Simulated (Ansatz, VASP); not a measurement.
## ZnSe: VASP beside Ansatz

File INCAR:

```
SYSTEM = ZnSe
PREC = Accurate
ENCUT = 520
EDIFF = 1E-6
ISMEAR = -1
SIGMA = 0.03
LREAL = .FALSE.
LASPH = .TRUE.
NELM = 100
ALGO = Normal
ISIF = 2
LWAVE = .FALSE.
LCHARG = .FALSE.
GGA = PE
NBANDS = 16
```

Contents of KPOINTS:

```
Automatic mesh
0
G
  8 8 8
  0 0 0
```

Contents of POSCAR:

```
ZnSe
1.0
    0.0000000000      2.8621380000      2.8338000000
    2.8621380000      0.0000000000      2.8338000000
    2.8621380000      2.8621380000      0.0000000000
Zn Se
1 1
Direct
    0.0000000000      0.0000000000      0.0000000000
    0.7500000000      0.7500000000      0.7500000000
```

Input for Ansatz:

```yaml
crystal:
  lattice:
    - [0.0, 2.862138, 2.8338]
    - [2.862138, 0.0, 2.8338]
    - [2.862138, 2.862138, 0.0]
  atoms:
    - { symbol: Zn, position: [0.0, 0.0, 0.0] }
    - { symbol: Se, position: [0.75, 0.75, 0.75] }
kpoints:
  mp_grid: { grid: [8, 8, 8] }
  band_path:
    path:
      - [0.0, 0.0, 0.0]
      - [0.0, 0.5, 0.5]
      - [0.25, 0.75, 0.5]
      - [0.0, 0.5, 0.0]
      - [0.0, 0.0, 0.0]
      - [0.5, 0.5, 0.0]
      - [0.3775125, 0.6224875, 0.0]
      - [-0.3775125, 0.3775125, 0.0]
      - [0.0, 0.0, 0.0]
    npoints: 5
scf:
  occupations: { method: fermi_dirac, width: 0.03 }
hamiltonian:
  xc: pbe
  pseudopotentials: { kind: all_electron, lapw: { basis_error: 0.001 } }
output:
  forces: true
  stress: true
  eigenvalues: true
```

Change from the starting cell: equal xx and yy strain of +1 %.

Alike in both runs: task single point; functional PBE; k mesh 8 × 8 × 8; occupations fermi-dirac, width 0.03 eV; no spin polarisation.

|  | VASP | Ansatz |
| --- | --- | --- |
| version | VASP 6.6.1 | Ansatz 0.2.0 |
| potentials or method | VASP PAW PBE potentials, release 64 (Zn, Se) | all-electron LAPW, scalar-relativistic |
| plane-wave cutoff (eV) | 520 | see its input |

```csv
,VASP,Ansatz,Ansatz less VASP
gap on the k mesh at the Fermi level (eV),1.19,1.19,+0.001
pressure (GPa),1.1,0.9,-0.20
largest component of the traceless stress (GPa),0.22,0.22,0.000
```

Ansatz ran all-electron here, so the differences hold the error of VASP's frozen core and of both bases.
